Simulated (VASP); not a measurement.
Here is a VASP 6.6.1 calculation.

INCAR

```
SYSTEM = Hg
ALGO = Normal
EDIFF = 1E-7
ENCUT = 520
GGA = PE
ISIF = 2
ISMEAR = -1
LASPH = .TRUE.
LCHARG = .FALSE.
LREAL = .FALSE.
LWAVE = .FALSE.
NBANDS = 12
NELM = 80
PREC = Accurate
SIGMA = 0.05
```

The input KPOINTS:

```
k-points
0
G
  10 10 10
  0 0 0
```

File POSCAR:

```
Hg
1.0
   -1.8767364354      1.8767364354      1.9168448550
    1.8767364354     -1.8767364354      1.9168448550
    1.8767364354      1.8767364354     -1.9168448550
Hg
1
Direct
    0.5000000000      0.5000000000      0.0000000000
```

Potentials or basis: VASP PAW PBE potentials, release 64 (Hg).

Run with:

```console
$ cat potpaw_PBE.64/Hg/POTCAR > POTCAR
$ mpirun -np 1 vasp_std > vasp.out
```

Problem. What does it give for the pressure?

Solution. 1.6 GPa.

Problem. What does it give for the band gap on the k mesh?

Solution. None (metal or under the smearing width).

Stress tensor (GPa, compression positive):
```
1.49 0.00 0.00
0.00 1.49 0.00
0.00 0.00 1.69
```

Spin-orbit coupling is left out, which matters for the levels of Hg.
